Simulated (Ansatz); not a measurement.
**Mo in Ansatz: convergence with k mesh**

The system is Mo.

```xyz
1
Lattice="2.8245 -0.0181 -0.0484 -1.4279 2.3175 0.0146 -0.0452 -0.0104 2.5373" Properties=species:S:1:pos:R:3 pbc="T T T"
Mo   -0.0226   -0.0052    1.2687
```

This isn't the form of Mo at room conditions, which is bcc.

| Quantity | Value |
| --- | --- |
| Program | Ansatz 0.2.0 |
| Task | convergence study |
| Functional | PBEsol |
| Potentials or basis | Ansatz PAW |
| Cutoff | 420 eV (not typed: the program's choice for these potentials) |
| k mesh | 3 × 4 × 3 |
| Occupations | fermi-dirac, width 0.1 eV |
| Spin | no spin polarisation |

These are the settings of the first run; the series varies k mesh, with any setting tied to it.

Hardware: 2 threads of Arm Neoverse V2, on a shared host.

```tsv
k mesh	energy less the tightest run, at zero smearing (meV/atom)	pressure (GPa)	SCF cycles	CPU time (s)	peak memory (GiB)
3 × 4 × 3	319.29	-2.18	6	0.48	0.24
4 × 4 × 4	448.27	2.24	6	0.61	0.24
5 × 5 × 5	-35.21	-1.03	6	0.84	0.25
6 × 7 × 6	-85.03	-5.04	6	1.4	0.27
8 × 8 × 8	51.90	-3.36	6	2.5	0.31
10 × 10 × 9	-6.17	-2.79	6	4.2	0.35
12 × 13 × 12	9.95	-3.57	6	8.4	0.43
15 × 16 × 14	-7.06	-3.50	6	15	0.57
18 × 19 × 17	0.00	-3.32	6	26	0.78
```

Not settled before the last step: the energy (to 1 meV/atom), the pressure (to 0.1 GPa). Meshes of other sizes hit other points, so gaps and Fermi surfaces needn't settle smoothly. The tightest run that finished is the yardstick and may itself not be fully converged.

Caveat, for the tightest run too: the PAW data sets come from PBE, with cores solved anew for the run's functional, which leaves a small shift of forces and pressure.
